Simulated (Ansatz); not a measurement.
**TiAl under pressure: fit and missing row**

TiAl, P4/mmm, a = 2.822 Å, c = 4.078 Å. The structure is a Materials Project entry; whether it is the stable form wasn't checked. Ansatz: PBE, PAW, 420 eV, Γ-centred 14×14×10 mesh on 2 atoms, Gaussian smearing 0.10 eV; no spin polarisation. Cell and atoms are relaxed at each pressure, and no other structure is tried, so the rows at high pressure may lie past a change of phase.

```tsv
V (Å³/atom)	P (GPa)
?	40.00
14.178	19.98
15.048	10.00
15.594	4.95
15.960	2.00
16.235	-0.01
16.522	-1.93
```

Question: Take V0 = 16.235 Å³/atom, count pressures from its P0 = -0.01 GPa, fit the third-order Birch–Murnaghan form to the other rows, and predict the missing volume.

Answer: With the Eulerian strain f = ½[(V0/V)^(2/3) − 1] and y = (P − P0)/[3f(1 + 2f)^(5/2)], the form is the line y = B0 + 1.5 B0 (B0′ − 4) f. Rows (f, y): 0.04726, 112.5; 0.02596, 113.3; 0.01361, 113.6; 0.00573, 113.6; -0.00581, 113.4. Means f = 0.01735, y = 113.28; Σ(Δf)² = 0.001654, ΣΔfΔy = -0.03085; the slope is their ratio. y = 113.6 − 18.65 f GPa, so B0 = 113.6 GPa and B0′ = 4 + 2 × (-18.65)/(3 × 113.6) = 3.89. P = 40.00 GPa is met at f = 0.08156 (y = 112.08), so V = V0 (1 + 2f)^(−3/2) = 12.942 Å³/atom. The run gave 12.925 Å³/atom, so the fit is 0.017 Å³/atom too high, 0.47 % of the span of the series, against an rms of 0.002 Å³/atom on the fitted rows. The row lies outside the fitted range. A fourth-order term fitted to the same rows gives P = 39.46 GPa at this row's volume (the line 40.34, the run 40.00), no gain.

The mesh isn't the same in all rows (14×14×10, 16×16×12).